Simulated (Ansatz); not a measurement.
Formation energy of zincblende-structured CdTe

Computed with Ansatz (plane waves, PAW, 420 eV cutoff): PBE, scalar-relativistic, no spin polarisation, Γ-centred 10×10×10 mesh, 0.05 eV Gaussian smearing. The datasets are Ansatz's generated set soft_2.

The compound is reported in the structure type of the start.

It takes space group F-43m (No. 216, cubic). Conventional cell: a = 6.618 Å, b = 6.618 Å, c = 6.618 Å, α = 90.00°, β = 90.00°, γ = 90.00°. Around Cd (site symmetry -43m) lie 4 Te at 2.87 Å. Te (site symmetry -43m) has 4 Cd at 2.87 Å as nearest neighbours. (Neighbours are counted to 15 % beyond the shortest distance.)

The elements were computed in their standard states with the same datasets, cutoff and functional. Total energies depend on the potentials used, so only differences within one code and one set of settings carry meaning.

Energy of the relaxed cell (2 atoms, smearing extrapolated to zero): -15235.339 eV. Elements, in eV/atom: Cd -8254.456, Te -6979.958.

Problem. What is the formation energy?

Solution. [-15235.339 − (1 × -8254.456 + 1 × -6979.958)] / 2 = -0.46 eV/atom, or -45 kJ per mole of atoms.

The value is for 0 K, without zero-point energy. A negative value shows stability against the elements alone, not against other compounds or structures.

Bader charges against formal ones: Cd +0.53 (+2), Te −0.53 (−2). The cations give up 26 % of the formal charge; Bader charges stay under formal ones because the anions' density reaches into the cations' basins, the more so the higher the formal charge and the softer the anion.

Formal charges Cd²⁺, Te²⁻ balance and leave closed shells on every ion, so a band insulator is expected, and the gap is 0.59 eV.

Kohn–Sham gaps of semilocal functionals lie under measured ones, often by a third or more. No spin–orbit coupling, a notable omission for heavy elements.
